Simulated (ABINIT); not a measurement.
# ZnS (Wurtzite-2H) (P6_3mc) in ABINIT: settings compared

The runs below take ZnS (Wurtzite-2H) through single point, with LDA, PBEsol.

All numbers are computed with ABINIT 10.8.3 (patched build); they aren't measurements. Logs are shortened: lines on timing, memory, paths and dates and some standing lists are left out, and cuts for length are marked. The log counts tension as positive stress, the text compression.

**What was measured.**

From a printed reference work, monograph, for a bulk crystal of ZnS at 4 K: band gap 3.911 eV (direct).

The runs below are set against these values where they give the same quantity.

**1. The structure**

The structure is hexagonal, space group P6_3mc (No. 186). The conventional cell has a = 3.811 Å, b = 3.811 Å, c = 6.234 Å, α = 90.00°, β = 90.00°, γ = 120.00°. Zn (site symmetry 3m) has 4 S at 2.31 to 2.40 Å as nearest neighbours. S (site symmetry 3m) has 4 Zn at 2.31 to 2.40 Å as nearest neighbours.

**2. Single point, LDA**

File run.abi:

```
# Pseudopotentials
pp_dirpath "./"
pseudos "Zn.LDA_PW-JTH.xml, S.LDA_PW-JTH.xml"

# Structure
acell 3*1.0
rprim
     7.2017462609     0.0000000000     0.0000000000
    -3.6008731305     6.2368952135     0.0000000000
     0.0000000000     0.0000000000    11.7805526609
ntypat 2
znucl 30 16
natom 4
typat 1 1 2 2
xred
     0.6666666667     0.3333333333     0.5000000000
     0.3333333333     0.6666666667     0.0000000000
     0.6666666667     0.3333333333     0.8850000000
     0.3333333333     0.6666666667     0.3850000000

# Plane-wave basis
ecut 20.0
pawecutdg 40.0

# k points
kptopt 1
ngkpt 5 5 3
nshiftk 1
shiftk 0.0 0.0 0.0

# Exchange and correlation
ixc 7

# Bands and occupations
nband 22
occopt 3
tsmear 0.00183747

# SCF cycle
nstep 100
tolvrs 1.0e-9

# Output
iomode 3
prtwf 0
prtden 0
prteig 0
prtebands 0
prtvol 2
```

Potentials or basis: JTH PAW LDA v2.0.

The run is started by

```
abinit run.abi > log 2>&1
```

run.abo:

```text
.Version 10.8.3 of ABINIT
 Symmetries : space group P6_3 m c (#186); Bravais hP (primitive hexag.)
================================================================================
 Values of the parameters that define the memory need of the present run
     intxc =       0    ionmov =       0      iscf =      17    lmnmax =      18
     lnmax =       6     mgfft =      48  mpssoang =       3    mqgrid =    3354
     natom =       4  nloc_mem =       2    nspden =       1   nspinor =       1
    nsppol =       1      nsym =      12    n1xccc =       1    ntypat =       2
    occopt =       3   xclevel =       1
       mpw =        2280          nfft =       43200          nkpt =          10
 PAW method is used; the additional fine FFT grid is defined by:
   mgfftf=        72    nfftf =    145800
================================================================================
================================================================================

--------------------------------------------------------------------------------
------------- Echo of variables that govern the present computation ------------
--------------------------------------------------------------------------------
 -outvars: echo values of preprocessed input variables --------
            acell      1.0000000000E+00  1.0000000000E+00  1.0000000000E+00 Bohr
              amu      6.53900000E+01  3.20660000E+01
             ecut      2.00000000E+01 Hartree
              ixc           7
         kptrlatt        5    0    0      0    5    0      0    0    3
          kptrlen      3.53416580E+01
            natom           4
            nband          22
            ngfft          30      30      48
          ngfftdg          45      45      72
             nkpt          10
            nstep         100
             nsym          12
           ntypat           2
           occopt           3
        pawecutdg      4.00000000E+01 Hartree
           prtden           0
        prtebands           0
           prteig           0
           prtvol           2
            prtwf           0
            rprim      7.2017462609E+00  0.0000000000E+00  0.0000000000E+00
                      -3.6008731305E+00  6.2368952135E+00  0.0000000000E+00
                       0.0000000000E+00  0.0000000000E+00  1.1780552661E+01
          spgroup         186
           tolvrs      1.00000000E-09
           tsmear      1.83747000E-03 Hartree
            typat      1  1  2  2
           useylm           1
           xangst      1.9054999987E+00  1.1001409372E+00  3.1169999979E+00
                      -1.7639312329E-11  2.2002818744E+00  0.0000000000E+00
                       1.9054999987E+00  1.1001409372E+00  5.5170899962E+00
                      -1.7639312329E-11  2.2002818744E+00  2.4000899984E+00
            xcart      3.6008731304E+00  2.0789650712E+00  5.8902763304E+00
                      -3.3333469350E-11  4.1579301423E+00  0.0000000000E+00
                       3.6008731304E+00  2.0789650712E+00  1.0425789105E+01
                      -3.3333469350E-11  4.1579301423E+00  4.5355127744E+00
             xred      6.6666666667E-01  3.3333333333E-01  5.0000000000E-01
                       3.3333333333E-01  6.6666666667E-01  0.0000000000E+00
                       6.6666666667E-01  3.3333333333E-01  8.8500000000E-01
                       3.3333333333E-01  6.6666666667E-01  3.8500000000E-01
            znucl       30.00000   16.00000

================================================================================

 chkinp: Checking input parameters for consistency.

================================================================================
== DATASET  1 ==================================================================

--- !DatasetInfo
iteration_state: {dtset: 1, }
dimensions: {natom: 4, nkpt: 10, mband: 22, nsppol: 1, nspinor: 1, nspden: 1, mpw: 2280, }
cutoff_energies: {ecut:  20.0, pawecutdg:  40.0, }
electrons: {nelect:   3.60000000E+01, charge:   0.00000000E+00, occopt:   3.00000000E+00, tsmear:   1.83747000E-03, }
meta: {optdriver: 0, ionmov: 0, optcell: 0, iscf: 17, paral_kgb: 0, }
...

 Exchange-correlation functional for the present dataset will be:
  LDA: Perdew-Wang 92 LSD fit to Ceperley-Alder data - ixc=7
  J.P.Perdew and Y.Wang, PRB 45, 13244 (1992)

 Real(R)+Recip(G) space primitive vectors, cartesian coordinates (Bohr,Bohr^-1):
 R(1)=  7.2017463  0.0000000  0.0000000  G(1)=  0.1388552  0.0801681  0.0000000
 R(2)= -3.6008731  6.2368952  0.0000000  G(2)=  0.0000000  0.1603362  0.0000000
[... 179 lines left out ...]
    4     -0.00000000001764     2.20028187435677     2.40008999836828

 cartesian forces (hartree/bohr) at end:
    1     -0.00000000000000     0.00000000000000     0.00569508780463
    2      0.00000000000000    -0.00000000000000     0.00569508780463
    3     -0.00000000000000    -0.00000000000000    -0.00569508780463
    4      0.00000000000000     0.00000000000000    -0.00569508780463
 frms,max,avg= 3.2880605E-03 5.6950878E-03   0.000E+00  0.000E+00  5.328E-05 h/b

 cartesian forces (eV/Angstrom) at end:
    1     -0.00000000000000     0.00000000000000     0.29285318957190
    2      0.00000000000000    -0.00000000000000     0.29285318957190
    3     -0.00000000000000    -0.00000000000000    -0.29285318957190
    4      0.00000000000000     0.00000000000000    -0.29285318957190
 frms,max,avg= 1.6907887E-01 2.9285319E-01   0.000E+00  0.000E+00  2.740E-03 e/A
 length scales=  1.000000000000  1.000000000000  1.000000000000 bohr
              =  0.529177210544  0.529177210544  0.529177210544 angstroms
 Fermi (or HOMO) energy (hartree) =   0.22985   Average Vxc (hartree)=  -0.35739
 Eigenvalues (hartree) for nkpt=  10  k points:
 kpt#   1, nband= 22, wtk=  0.01333, kpt=  0.0000  0.0000  0.0000 (reduced coord)
  -0.29188   -0.25709   -0.04697   -0.04697   -0.04467   -0.04467   -0.04436   -0.02992
  -0.02992   -0.02697   -0.02697   -0.02081   -0.00066    0.16060    0.16060    0.19221
   0.19221    0.19276    0.26525    0.29423    0.41751    0.41751
      occupation numbers for kpt#   1
   2.00000    2.00000    2.00000    2.00000    2.00000    2.00000    2.00000    2.00000
   2.00000    2.00000    2.00000    2.00000    2.00000    2.00000    2.00000    2.00000
   2.00000    2.00000    0.00000    0.00000    0.00000    0.00000
 kpt#   2, nband= 22, wtk=  0.08000, kpt=  0.2000  0.0000  0.0000 (reduced coord)
  -0.28206   -0.25170   -0.04743   -0.04488   -0.04396   -0.04191   -0.04184   -0.03118
  -0.03028   -0.02991   -0.02661   -0.01789    0.01234    0.09922    0.12731    0.14003
   0.17927    0.17996    0.31847    0.33508    0.40059    0.43091
      occupation numbers for kpt#   2
   2.00000    2.00000    2.00000    2.00000    2.00000    2.00000    2.00000    2.00000
   2.00000    2.00000    2.00000    2.00000    2.00000    2.00000    2.00000    2.00000
   2.00000    2.00000    0.00000    0.00000    0.00000    0.00000
 kpt#   3, nband= 22, wtk=  0.08000, kpt=  0.4000  0.0000  0.0000 (reduced coord)
[... 48 lines left out ...]
  -0.26133   -0.25083   -0.04457   -0.04379   -0.04094   -0.04047   -0.03835   -0.03742
  -0.02906   -0.02847   -0.02644   -0.02242    0.03337    0.05570    0.10602    0.10681
   0.13080    0.15581    0.34542    0.37184    0.40650    0.40941
      occupation numbers for kpt#   9
   2.00000    2.00000    2.00000    2.00000    2.00000    2.00000    2.00000    2.00000
   2.00000    2.00000    2.00000    2.00000    2.00000    2.00000    2.00000    2.00000
   2.00000    2.00000    0.00000    0.00000    0.00000    0.00000
 kpt#  10, nband= 22, wtk=  0.16000, kpt=  0.4000  0.2000  0.3333 (reduced coord)
  -0.25015   -0.24625   -0.04338   -0.04055   -0.04007   -0.03711   -0.03389   -0.03377
  -0.02892   -0.02859   -0.01993   -0.01725    0.00997    0.02038    0.07818    0.10653
   0.12580    0.14560    0.34166    0.36918    0.40271    0.40655
      occupation numbers for kpt#  10
   2.00000    2.00000    2.00000    2.00000    2.00000    2.00000    2.00000    2.00000
   2.00000    2.00000    2.00000    2.00000    2.00000    2.00000    2.00000    2.00000
   2.00000    2.00000    0.00000    0.00000    0.00000    0.00000
 Total charge density [el/Bohr^3]
)     Maximum=    1.9496E+00  at reduced coord.    0.6667    0.3333    0.5000
)Next maximum=    1.9496E+00  at reduced coord.    0.3333    0.6667    0.0000
)     Minimum=   -2.1221E-01  at reduced coord.    0.3333    0.6667    0.3889
)Next minimum=   -2.1221E-01  at reduced coord.    0.6667    0.3333    0.8889
   Integrated=    3.6000E+01

--- !EnergyTerms
iteration_state     : {dtset: 1, }
comment             : Components of total free energy in Hartree
kinetic             :  2.20965001161470E+01
hartree             :  4.23887190678952E+01
xc                  : -1.08333659434987E+01
Ewald energy        : -9.21733055375312E+01
psp_core            :  1.38285388180013E+00
local_psp           : -1.48922866666877E+02
PAW spherical_terms :  3.61671461379932E+01
internal            : -1.49894318944072E+02
'-kT*entropy'       : -8.80696611175973E-12
total_energy        : -1.49894318944080E+02
total_energy_eV     : -4.07883220886564E+03
...

--- !EnergyTermsDC
iteration_state     : {dtset: 1, }
comment             : '"Double-counting" decomposition of free energy'
band_energy         : -5.11184516514779E-01
Ewald energy        : -9.21733055375312E+01
psp_core            :  1.38285388180013E+00
xc_dc               : -4.13952324925252E+01
PAW spherical_terms : -1.71974393534111E+01
internal            : -1.49894308018182E+02
'-kT*entropy'       : -8.80696611175973E-12
total_energy_dc     : -1.49894308018191E+02
total_energy_dc_eV  : -4.07883191155704E+03
...

--- !EnergyTermsWithPAWCore
iteration_state     : {dtset: 1, }
comment             : 'Components of total free energy, including PAW core contributions'
Total energy        : -4.38290267817426E+03
Total energy DC     : -4.38290266724837E+03
Total energy (eV)   : -1.19264857654344E+05
Total energy DC (eV): -1.19264857357036E+05
...

 Cartesian components of stress tensor (hartree/bohr^3)
  sigma(1 1)=  1.30870897E-04  sigma(3 2)=  0.00000000E+00
  sigma(2 2)=  1.30870897E-04  sigma(3 1)=  0.00000000E+00
  sigma(3 3)=  1.84547983E-04  sigma(2 1)=  2.20007157E-14

-Cartesian components of stress tensor (GPa)         [Pressure= -4.3768E+00 GPa]
- sigma(1 1)=  3.85035471E+00  sigma(3 2)=  0.00000000E+00
- sigma(2 2)=  3.85035471E+00  sigma(3 1)=  0.00000000E+00
- sigma(3 3)=  5.42958912E+00  sigma(2 1)=  6.47283403E-10

== END DATASET(S) ==============================================================
================================================================================

 -outvars: echo values of variables after computation  --------
            acell      1.0000000000E+00  1.0000000000E+00  1.0000000000E+00 Bohr
           etotal     -1.4989430802E+02
            fcart     -7.4777564374E-29  8.6345693842E-29  5.6950878046E-03
                       2.2433269312E-28 -8.6345693840E-29  5.6950878046E-03
                      -3.7388782187E-28 -2.5903708153E-28 -5.6950878046E-03
                       2.2433269312E-28  2.5903708153E-28 -5.6950878046E-03
            rprim      7.2017462609E+00  0.0000000000E+00  0.0000000000E+00
                      -3.6008731305E+00  6.2368952135E+00  0.0000000000E+00
                       0.0000000000E+00  0.0000000000E+00  1.1780552661E+01
           strten      1.3087089665E-04  1.3087089670E-04  1.8454798317E-04
                       0.0000000000E+00  0.0000000000E+00  2.2000715699E-14
           xangst      1.9054999987E+00  1.1001409372E+00  3.1169999979E+00
                      -1.7639312329E-11  2.2002818744E+00  0.0000000000E+00
                       1.9054999987E+00  1.1001409372E+00  5.5170899962E+00
                      -1.7639312329E-11  2.2002818744E+00  2.4000899984E+00
             xred      6.6666666667E-01  3.3333333333E-01  5.0000000000E-01
                       3.3333333333E-01  6.6666666667E-01  0.0000000000E+00
                       6.6666666667E-01  3.3333333333E-01  8.8500000000E-01
                       3.3333333333E-01  6.6666666667E-01  3.8500000000E-01
 Calculation completed.
```

It took 32 s on 1 thread of Arm Neoverse V2, shared host; peak memory 0.11 GiB.

Results:

* Free energy: -4078.8319 eV
* Largest force: 0.293 eV/Å
* Band gap on the k mesh: 1.97 eV, direct
* Valence electrons inside the program's atomic spheres: Zn 10.82; S 3.60

Forces in eV/Å, atoms in the order of the input:
```
Zn   0.000  0.000  0.293
Zn   0.000  0.000  0.293
S    0.000  0.000 -0.293
S    0.000  0.000 -0.293
```

Caveat: the cutoff is too short for stress, so the log's stress isn't used.

[end of part 1 of 2]
